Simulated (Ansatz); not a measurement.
# TiO2 (P4_2/mnm) in Ansatz: further runs

The runs below take TiO2 through band structure, with HSE06, PBE0.

Everything below comes from runs of Ansatz 0.2.0. Logs are shortened: lines on timing, memory, paths and dates and some standing lists are left out, and cuts for length are marked.

**Measured values to compare with.**

From “Shallow Valence Band of Rutile GeO2 and P-type Doping”, 2020, arxiv:2011.08928, for a bulk crystal of TiO2 at 1.6 K: band gap 3.03 eV (direct).

The results are compared with them further down.

## Step 1: The structure

It takes space group P4_2/mnm (No. 136, tetragonal). Conventional cell: a = 4.600 Å, b = 4.600 Å, c = 2.959 Å, α = 90.00°, β = 90.00°, γ = 90.00°. Around Ti (site symmetry mmm) lie 6 O at 1.95 to 1.98 Å. O (site symmetry m2m) has 3 Ti at 1.95 to 1.98 Å as nearest neighbours.

The cell is a database's computed one.

## Step 2: Band structure, HSE06

Input file input:

```
crystal:
  lattice:
    - [4.5998373239, 0.0, 0.0]
    - [0.0, 4.5998373239, 0.0]
    - [0.0, 0.0, 2.95921356]
  atoms:
    - { symbol: Ti, position: [0.0, 0.0, 0.5] }
    - { symbol: Ti, position: [0.5, 0.5, 0.0] }
    - { symbol: O, position: [0.30432132, 0.30432132, 0.5] }
    - { symbol: O, position: [0.19567868, 0.80432132, 0.0] }
    - { symbol: O, position: [0.80432132, 0.19567868, 0.0] }
    - { symbol: O, position: [0.69567868, 0.69567868, 0.5] }
hamiltonian:
  xc: hse06
  pseudopotentials: { kind: paw }
kpoints:
  mp_grid: { grid: [4, 4, 6] }
  band_path:
    path:
      - [[0.0, 0.0, 0.0], [0.0, 0.5, 0.0], [0.5, 0.5, 0.0], [0.0, 0.0, 0.0], [0.0, 0.0, 0.5], [0.0, 0.5, 0.5], [0.5, 0.5, 0.5], [0.0, 0.0, 0.5]]
      - [[0.0, 0.5, 0.0], [0.0, 0.5, 0.5]]
      - [[0.5, 0.5, 0.0], [0.5, 0.5, 0.5]]
    npoints: 4
scf:
  occupations: { method: fermi_dirac, width: 0.05 }
  n_extra_bands: 15
output:
  forces: true
  stress: true
  eigenvalues: true
  fatbands: false
```

Potentials or basis: Ansatz PAW.

What it wrote:

```text
Warning: output.stress: scf.convergence.dr2_threshold = 1e-7 eV (the SCF's general default) is looser than the 6e-10 eV advised for a printed stress (1e-10 eV for each atom of the cell: 6). What an SCF threshold leaves in a stress goes as its square root, and in the free energy as the threshold itself, and one threshold admits the most on a small cell: of the crystals measured, under no hybrid functional and no lock of the moments, on runs that ended without the residual-converged pass, on stresses that held no estimate of that error, the worst erred by over 100 MPa in a component at 1e-7 eV an atom and by under 5 at 1e-10. Set scf.convergence.dr2_threshold to 6e-10 eV or tighter. The threshold is an SCF's pass mark: one that does not reach it within its budget of iterations ends unconverged, or closes short of it on a stop that the run arms, and scf.convergence.dr2_threshold's page says what that costs each kind of run
Warning: output.stress: scf.exx.energy_threshold = 1e-6 eV is looser than the 6e-8 eV advised for a stress under a hybrid functional (1e-8 eV for each atom of the cell: 6). Every SCF of the exchange loop can meet its threshold on dr2 while the loop round them stops early: no threshold on dr2 bounds what that leaves in the stress. Set scf.exx.energy_threshold to 6e-8 eV or tighter. The threshold is the loop's pass mark: a loop that does not reach it within its budget of cycles ends unconverged, and scf.exx.energy_threshold's page has the law
scf.n_extra_bands = 15 over 24 filled bands (N_el = 48.0): the run solves 39 bands
GPUs: using 1 of 1 available (devices: 1).
Engine: ansatz 0.2.0, x86_64-unknown-linux-gnu
Pseudopotentials: kind: paw
Pseudopotential: Ti, paw, valence charge 12, recommended cutoff 420 eV (normal), Ti.paw.azcp
Pseudopotential: O, paw, valence charge 6, recommended cutoff 420 eV (normal), O.paw.azcp
Functional definition: HSE06
  parameter a = 0.25
  parameter omega = 0.11/bohr
  exchange = pbe_x - a*pbe_x_sr(omega) + a*exact_x_sr(omega)
  correlation = pbe_c
device memory: the entry about to start is reckoned to put 1.0 GiB on a device that reports 74.3 GiB free (of which the cap on the GPU budget leaves the run 18.0 GiB)
GPU FFT provider: cuFFT
GPU libraries: cuBLAS 13.8.2, cuFFT 12.4.0, cuSOLVER 12.3.4
Crystal: 6 atoms, lattice volume = 62.613 Å³
Basis set: ecut = 420 eV, 1217 PW (Γ), exchange–correlation on 64×64×40 points (8 copies of the dense FFT grid, shifted against one another)
Bands: 39, of which v1, the nominal top of the filled ones, is band 24 counted from 1 (23 counted from 0)
Symmetry: 16 space group operations
Space group: P42/mnm (ITA 136), of the structure as read, at distance tolerance 4.0e-5 Å
k-points: 24 of 96
Non-local potential: Ti, projectors of the file, l = 0: 3, l = 1: 2, l = 2: 3, l = 3: 1
Non-local potential: O, projectors of the file, l = 0: 2, l = 1: 2, l = 2: 1
PAW form: soft (Blöchl's): semilocal exchange-correlation on the pseudo side does not see the compensation charge
PAW frozen core: Ti, regenerated for the run's functional, and the local potential with it (the file was generated under x = pbe(κ = 0.804, μ = 0.2195149727645171), c = pbe(β = 0.06672455060314922))
PAW frozen core: O, regenerated for the run's functional, and the local potential with it (the file was generated under x = pbe(κ = 0.804, μ = 0.2195149727645171), c = pbe(β = 0.06672455060314922))
PAW one-centre angular grid: Ti, 590 points (default); XC on 64 Gauss nodes
PAW one-centre angular grid: O, 110 points (default); XC on 96 Gauss nodes
Initial density: superposition of atomic densities (neutral atoms: chi_scale 0, normalization atom), corrected by the library's trained network
Initial wavefunctions: pseudopotential atomic-orbital guess
[... 50 lines left out ...]
hybrid SCF converged: 2 outer / 12 inner (+4 warm-up), last move |dexx| = 2.57e-6 eV, tail = 4.17e-8 eV
Stability not checked: this state was not tested for a lower state beside it, because the functional holds exact exchange (a hybrid, or Hartree-Fock), whose exchange loop this test does not read (fock_operator; see scf.lower_state_search)
Free energy (F): -7275.816355 eV
Frozen-core exchange: fock
Harris-Foulkes:  -7275.816355 eV  (|F-HF|=1.06e-10)
Internal energy: -7275.816355 eV  (E = F + TS)
E sigma→0 (E₀):  -7275.816355 eV
Fermi energy:    9.792969 eV
--- Per-component energies (eV) ---
  E_band       = -507.937477
  E_kinetic    = 1249.003280
  E_local      = -3066.304144  (includes V_loc(G=0)·N_el)
  E_nonlocal   = 185.158325
  E_hartree    = 1161.589176
  E_xc         = -396.595002
  E_vxc        = -497.894081  (∫ρ·V_xc dr)
  E_exx        = -156.983672  (= α·E_x^exact, valence–valence)
  E_paw        = -2658.148633  (= ΣΔE_a)
  E_vpaw       = -387.121851  (= ΣTr[D̂ρ^β])
  E_aug_tail   = 0.010045  (compensation charges beyond the density's cutoff)
  E_ewald      = -3593.095214
  E_core_change = -0.450516  (= ΣΔE_core)
  E_smearing   = -0.000000  (= −TS)
  E_closure    = -0.000000  (closes the sum)
  Σ components = -7275.816355   (vs F -7275.816355, Δ=9.09e-13)
--- Forces (eV/Å), atoms counted from 1 ---
  atom   1  Ti    -0.00000000    -0.00000000     0.00000000
  atom   2  Ti    -0.00000000    -0.00000000     0.00000000
  atom   3  O      0.14160081     0.14160081     0.00000000
  atom   4  O     -0.14160081     0.14160081     0.00000000
  atom   5  O      0.14160081    -0.14160081     0.00000000
  atom   6  O     -0.14160081    -0.14160081     0.00000000
  max |Σ_I F_I| component: 2.78e-17 eV/Å
--- Stress (GPa, compression-positive) ---
       -3.392592       0.000000       0.000000
        0.000000      -3.392592       0.000000
        0.000000       0.000000      -4.522034
  P = ⅓ Tr σ = -3.7691 GPa (-37.691 kbar)
--- Band table (eV; the first three rows and the last of 24) ---
  k-point 0: bands = ["-53.0818", "-53.0639", "-27.7526", "-27.7526", "-27.5761", "-27.5761", "-27.5279", "-27.4840", "-11.8081", "-10.5615", "-9.7627", "-9.7627", "1.8491", "2.3317", "2.8297", "3.9620", "3.9620", "5.3278", "5.3278", "5.9464", "7.3962", "7.7021", "7.7021", "8.1523", "11.5133", "11.8174", "12.1122", "12.2087", "12.2087", "14.0273", "14.5379", "16.4276", "16.4276", "17.5585", "17.6979", "21.3756", "21.3756", "24.6311", "25.5494"]
  k-point 1: bands = ["-53.0702", "-53.0547", "-27.7211", "-27.7211", "-27.6480", "-27.6117", "-27.5708", "-27.5708", "-11.5078", "-10.3961", "-9.9022", "-9.9022", "2.2667", "2.6385", "3.1829", "3.7110", "3.7110", "5.1455", "5.8432", "5.8432", "6.3492", "7.1668", "7.1668", "7.9669", "11.9631", "12.0591", "12.1270", "12.5193", "12.5193", "14.2839", "14.4611", "16.0326", "16.0326", "17.1379", "18.4974", "22.5224", "22.5224", "24.6876", "25.2564"]
  k-point 2: bands = ["-53.0461", "-53.0371", "-27.8799", "-27.8608", "-27.6513", "-27.6513", "-27.5663", "-27.5663", "-10.8211", "-10.1792", "-10.1792", "-10.1364", "3.1342", "3.2010", "3.7681", "3.7681", "3.9835", "4.1872", "4.7981", "5.9846", "5.9846", "6.3977", "6.3977", "7.1172", "12.0309", "12.4656", "12.9824", "13.1506", "13.1506", "13.5896", "15.0719", "15.7322", "15.7322", "15.9440", "20.4241", "24.1091", "24.5349", "24.5349", "24.9392"]
  k-point 23: bands = ["-53.0310", "-53.0310", "-27.9866", "-27.9866", "-27.6029", "-27.6029", "-27.5804", "-27.5804", "-10.4133", "-10.4133", "-10.1161", "-10.1161", "3.0221", "3.0221", "3.1063", "3.1063", "4.2890", "4.2890", "5.1628", "5.1628", "6.7891", "6.7891", "7.4012", "7.4012", "12.2989", "12.2989", "12.9738", "12.9738", "13.1001", "13.1001", "15.6822", "15.6822", "15.7313", "15.7313", "21.4171", "21.4171", "24.0185", "24.0185", "24.8875"]
```

Run time: 94 s. Hardware: 1 × NVIDIA H100 80GB HBM3 with 2 threads of AMD EPYC 7R13 (Zen 3), shared host; peak memory 2.4 GiB.

What came out:

| Item | Value |
| --- | --- |
| Free energy | -7275.8164 eV |
| Pressure | -3.8 GPa |
| Largest force | 0.200 eV/Å |
| Band gap on the k mesh | 3.36 eV, direct |
| Band gap along the path | 3.36 eV, direct |

Forces in eV/Å, atoms in the order of the input:
```
Ti   0.000  0.000  0.000
Ti   0.000  0.000  0.000
O    0.142  0.142  0.000
O   -0.142  0.142  0.000
O    0.142 -0.142  0.000
O   -0.142 -0.142  0.000
```

Stress tensor (GPa, compression positive):
```
-3.39  0.00  0.00
 0.00 -3.39  0.00
 0.00  0.00 -4.52
```

Levels at the corners of the path, in eV from the valence-band top:
| point | band 22 | band 23 | band 24 | band 25 | band 26 | band 27 |
| --- | --- | --- | --- | --- | --- | --- |
| Γ | -0.45 | -0.45 | 0.00 | 3.36 | 3.67 | 3.96 |
| X | -1.76 | -0.81 | -0.81 | 4.09 | 4.09 | 4.64 |
| M | -1.44 | -1.14 | -1.14 | 3.38 | 3.38 | 4.08 |
| Γ | -0.45 | -0.45 | 0.00 | 3.36 | 3.67 | 3.96 |
| Z | -2.51 | -1.60 | -1.60 | 4.55 | 4.55 | 4.88 |
| R | -2.21 | -1.12 | -1.12 | 3.40 | 3.40 | 4.92 |
| A | -1.36 | -0.75 | -0.75 | 4.15 | 4.15 | 4.82 |
| Z | -2.51 | -1.60 | -1.60 | 4.55 | 4.55 | 4.88 |
| X | -1.76 | -0.81 | -0.81 | 4.09 | 4.09 | 4.64 |
| R | -2.21 | -1.12 | -1.12 | 3.40 | 3.40 | 4.92 |
| M | -1.44 | -1.14 | -1.14 | 3.38 | 3.38 | 4.08 |
| A | -1.36 | -0.75 | -0.75 | 4.15 | 4.15 | 4.82 |

Caveat: the pressure holds a Pulay correction of +0.5 GPa for the finite cutoff; the PAW data sets come from PBE, with cores solved anew for the run's functional, which leaves a small shift of forces and pressure; the thresholds are loose for stress.

## Step 3: Band structure, PBE0

input: that of step 2 with these lines changed.

```diff
@@ -13,3 +13,3 @@
 hamiltonian:
-  xc: hse06
+  xc: pbe0
   pseudopotentials: { kind: paw }
```

Potentials or basis: Ansatz PAW.

What it wrote:

```text
Warning: output.stress: scf.convergence.dr2_threshold = 1e-7 eV (the SCF's general default) is looser than the 6e-10 eV advised for a printed stress (1e-10 eV for each atom of the cell: 6). What an SCF threshold leaves in a stress goes as its square root, and in the free energy as the threshold itself, and one threshold admits the most on a small cell: of the crystals measured, under no hybrid functional and no lock of the moments, on runs that ended without the residual-converged pass, on stresses that held no estimate of that error, the worst erred by over 100 MPa in a component at 1e-7 eV an atom and by under 5 at 1e-10. Set scf.convergence.dr2_threshold to 6e-10 eV or tighter. The threshold is an SCF's pass mark: one that does not reach it within its budget of iterations ends unconverged, or closes short of it on a stop that the run arms, and scf.convergence.dr2_threshold's page says what that costs each kind of run
Warning: output.stress: scf.exx.energy_threshold = 1e-6 eV is looser than the 6e-8 eV advised for a stress under a hybrid functional (1e-8 eV for each atom of the cell: 6). Every SCF of the exchange loop can meet its threshold on dr2 while the loop round them stops early: no threshold on dr2 bounds what that leaves in the stress. Set scf.exx.energy_threshold to 6e-8 eV or tighter. The threshold is the loop's pass mark: a loop that does not reach it within its budget of cycles ends unconverged, and scf.exx.energy_threshold's page has the law
scf.n_extra_bands = 15 over 24 filled bands (N_el = 48.0): the run solves 39 bands
GPUs: using 1 of 1 available (devices: 1).
[... 1 set-up line as earlier in the session ...]
[... 113 lines left out ...]
       -3.544671       0.000000       0.000000
        0.000000      -3.544671       0.000000
        0.000000       0.000000      -4.658322
  P = ⅓ Tr σ = -3.9159 GPa (-39.159 kbar)
--- Band table (eV; the first three rows and the last of 24) ---
  k-point 0: bands = ["-53.5371", "-53.5192", "-28.1960", "-28.1960", "-28.0203", "-28.0203", "-27.9724", "-27.9290", "-12.2268", "-10.9750", "-10.1752", "-10.1752", "1.4217", "1.9095", "2.3945", "3.5458", "3.5458", "4.9253", "4.9253", "5.5532", "7.0229", "7.3306", "7.3306", "7.7534", "11.8743", "12.1827", "12.4799", "12.5729", "12.5729", "14.3966", "14.9301", "16.8175", "16.8175", "17.9163", "18.0837", "21.7404", "21.7404", "24.9921", "25.9133"]
  k-point 1: bands = ["-53.5255", "-53.5100", "-28.1647", "-28.1647", "-28.0923", "-28.0564", "-28.0150", "-28.0150", "-11.9259", "-10.8092", "-10.3149", "-10.3149", "1.8421", "2.2184", "2.7494", "3.2948", "3.2948", "4.7400", "5.4420", "5.4420", "5.9560", "6.7858", "6.7858", "7.5718", "12.3283", "12.4269", "12.4990", "12.8906", "12.8906", "14.6760", "14.8374", "16.4174", "16.4174", "17.5284", "18.8534", "22.8927", "22.8927", "25.0483", "25.6211"]
  k-point 2: bands = ["-53.5014", "-53.4925", "-28.3240", "-28.3051", "-28.0952", "-28.0952", "-28.0106", "-28.0106", "-11.2371", "-10.5921", "-10.5921", "-10.5491", "2.7168", "2.7849", "3.3504", "3.3504", "3.5634", "3.7596", "4.3837", "5.5865", "5.5865", "5.9974", "5.9974", "6.7181", "12.3997", "12.8375", "13.3639", "13.5350", "13.5350", "13.9797", "15.4539", "16.1152", "16.1152", "16.3277", "20.7871", "24.4754", "24.9083", "24.9083", "25.2993"]
  k-point 23: bands = ["-53.4864", "-53.4864", "-28.4306", "-28.4306", "-28.0472", "-28.0472", "-28.0243", "-28.0243", "-10.8269", "-10.8269", "-10.5290", "-10.5290", "2.5939", "2.5939", "2.6845", "2.6845", "3.8777", "3.8777", "4.7570", "4.7570", "6.3945", "6.3945", "7.0098", "7.0098", "12.6711", "12.6711", "13.3554", "13.3554", "13.4806", "13.4806", "16.0668", "16.0668", "16.1146", "16.1146", "21.7664", "21.7664", "24.3956", "24.3956", "25.2545"]
```

Wall time 73 s (1 × NVIDIA H100 80GB HBM3 with 2 threads of AMD EPYC 7R13 (Zen 3), shared host); peak memory 2.4 GiB.

What came out:

```yaml
Free_energy: -7276.6437 eV
Pressure: -3.9 GPa
Largest_force: 0.201 eV/Å
Band_gap_on_the_k_mesh: 4.12 eV, direct
Band_gap_along_the_path: 4.12 eV, direct
```

Forces on the atoms (eV/Å):
```
Ti   0.000  0.000  0.000
Ti   0.000  0.000  0.000
O    0.142  0.142  0.000
O   -0.142  0.142  0.000
O    0.142 -0.142  0.000
O   -0.142 -0.142  0.000
```

Stress tensor (GPa, compression positive):
```
-3.54  0.00  0.00
 0.00 -3.54  0.00
 0.00  0.00 -4.66
```

Levels at the corners of the path, in eV from the valence-band top:
| point | band 21 | band 22 | band 23 | band 24 | band 25 | band 26 | band 27 | band 28 |
| --- | --- | --- | --- | --- | --- | --- | --- | --- |
| Γ | -0.73 | -0.42 | -0.42 | 0.00 | 4.12 | 4.43 | 4.73 | 4.82 |
| X | -1.76 | -1.76 | -0.81 | -0.81 | 4.86 | 4.86 | 5.42 | 5.42 |
| M | -1.43 | -1.43 | -1.12 | -1.12 | 4.14 | 4.14 | 4.85 | 4.85 |
| Γ | -0.73 | -0.42 | -0.42 | 0.00 | 4.12 | 4.43 | 4.73 | 4.82 |
| Z | -2.52 | -2.52 | -1.60 | -1.60 | 5.33 | 5.33 | 5.66 | 5.66 |
| R | -2.22 | -2.22 | -1.11 | -1.11 | 4.16 | 4.16 | 5.70 | 5.70 |
| A | -1.36 | -1.36 | -0.74 | -0.74 | 4.92 | 4.92 | 5.60 | 5.60 |
| Z | -2.52 | -2.52 | -1.60 | -1.60 | 5.33 | 5.33 | 5.66 | 5.66 |
| X | -1.76 | -1.76 | -0.81 | -0.81 | 4.86 | 4.86 | 5.42 | 5.42 |
| R | -2.22 | -2.22 | -1.11 | -1.11 | 4.16 | 4.16 | 5.70 | 5.70 |
| M | -1.43 | -1.43 | -1.12 | -1.12 | 4.14 | 4.14 | 4.85 | 4.85 |
| A | -1.36 | -1.36 | -0.74 | -0.74 | 4.92 | 4.92 | 5.60 | 5.60 |

Caveat: the pressure holds a Pulay correction of +0.5 GPa for the finite cutoff; the PAW data sets come from PBE, with cores solved anew for the run's functional, which leaves a small shift of forces and pressure; the thresholds are loose for stress.

## Step 4: How close it comes

Step 2. A measured gap of TiO2 is 3.03 eV (direct; 1.6 K; quoted in “Shallow Valence Band of Rutile GeO2 and P-type Doping”, 2020, arxiv:2011.08928); the calculated 3.36 eV misses it by +0.33 eV. 2 values of this kind are on record in papers (3.03 to 3.05 eV); this one was drawn at random among those near their median. The value is that of HSE06, without temperature or zero-point motion. The cell is a database's relaxed one, not the measured one, which moves gaps too.

Step 3. A measured gap of TiO2 is 3.03 eV (direct; 1.6 K; quoted in “Shallow Valence Band of Rutile GeO2 and P-type Doping”, 2020, arxiv:2011.08928); the calculated 4.12 eV misses it by +1.09 eV. 2 values of this kind are on record in papers (3.03 to 3.05 eV); this one was drawn at random among those near their median. The value is that of PBE0, without temperature or zero-point motion. The cell is a database's relaxed one, not the measured one, which moves gaps too.
